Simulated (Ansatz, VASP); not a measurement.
TiC in VASP and in Ansatz

The input INCAR:

```
  ALGO = Normal
  EDIFF = 1E-8
  ENCUT = 520
  GGA = PE
  ISIF = 2
  ISMEAR = -1
  LASPH = True
  LCHARG = False
  LEFG = True
  LREAL = False
  LWAVE = False
  NBANDS = 15
  NELM = 80
  PREC = Accurate
  SIGMA = 0.03
```

KPOINTS

```
k-points
0
Gamma
  16 16 16
```

The input POSCAR:

```
TiC
1.0
    0.0000000000      2.1640000000      2.1640000000
    2.1640000000      0.0000000000      2.1640000000
    2.1640000000      2.1640000000      0.0000000000
Ti C
1 1
Direct
    0.0000000000      0.0000000000      0.0000000000
    0.5000000000      0.5000000000      0.5000000000
```

Input for Ansatz:

```yaml
crystal:
  lattice:
    - [0.0, 2.164, 2.164]
    - [2.164, 0.0, 2.164]
    - [2.164, 2.164, 0.0]
  atoms:
    - { symbol: Ti, position: [0.0, 0.0, 0.0] }
    - { symbol: C, position: [0.5, 0.5, 0.5] }
kpoints:
  mp_grid: { grid: [16, 16, 16] }
  band_path:
    path:
      - [0.0, 0.0, 0.0]
      - [0.5, 0.0, 0.5]
      - [0.625, 0.25, 0.625]
      - [0.375, 0.375, 0.75]
      - [0.0, 0.0, 0.0]
      - [0.5, 0.5, 0.5]
      - [0.5, 0.25, 0.75]
      - [0.5, 0.0, 0.5]
    npoints: 8
scf:
  occupations: { method: fermi_dirac, width: 0.03 }
hamiltonian:
  xc: pbe
  pseudopotentials: { kind: paw }
output:
  forces: true
  stress: true
  eigenvalues: true
  efg: { contact_densities: true }
  populations: true
  bader: true
  dos: { projected: true, de: 0.2, e_range: [-14, 8] }
```

Alike in both runs: task electric field gradients; functional PBE; k mesh 16 × 16 × 16; occupations fermi-dirac, width 0.03 eV; no spin polarisation.

|  | VASP | Ansatz |
| --- | --- | --- |
| version | VASP 6.6.1 | Ansatz 0.2.0 |
| potentials or method | VASP PAW PBE potentials, release 64 (Ti_sv, C) | PAW with Ansatz's default frozen-core files, scalar-relativistic |
| plane-wave cutoff (eV) | 520 | 420 |
| valence electrons in the cell | 16 | 16 |

```tsv
	VASP	Ansatz	Ansatz less VASP
pressure (GPa)	1.1	0.9	-0.21
Vzz of the field gradient on the site that differs most (V/Å²)	0.0	0.0	0.00
```
